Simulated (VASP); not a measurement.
Sn, 2 atoms in the cell. It takes space group Fd-3m (No. 227, cubic). Conventional cell: a = 6.539 Å, b = 6.539 Å, c = 6.539 Å, α = 90.00°, β = 90.00°, γ = 90.00°. Sn (site symmetry -43m) has 4 Sn at 2.83 Å as nearest neighbours. This isn't the form of Sn at room conditions, which is tetragonal (white tin).

```yaml
Program: VASP 6.6.1
Task: single point
Functional: HSE06
Potentials_or_basis: VASP PAW PBE potentials, release 64 (Sn_d)
Cutoff: 520 eV
k_mesh: 6 × 6 × 6
Occupations: gaussian, width 0.1 eV
Spin: no spin polarisation
Grid_for_exact_exchange_PRECFOCK: Fast
Screening_parameter: 0.2 1/A
Further_INCAR_settings: ALGO = Normal; EDIFF = 1e-06; NBANDS = 21
```

Potentials or basis: VASP PAW PBE potentials, release 64 (Sn_d).

Command:

```bash
$ cat potpaw_PBE.64/Sn_d/POTCAR > POTCAR
$ cp INCAR.step1 INCAR
$ mpirun -np 1 vasp_std > vasp.out
$ cp INCAR.step2 INCAR
$ mpirun -np 1 vasp_std > vasp.out
```

Hardware: 1 thread of Intel(R) Xeon(R) 6975P-C (Granite Rapids) (shared host).

Problem. Estimate the wall time of this run.

Solution. Run time: 29 min on 1 thread of Intel(R) Xeon(R) 6975P-C (Granite Rapids), on a shared host, peak memory 0.33 GiB. Counts: scf iterations 10, k points 16.
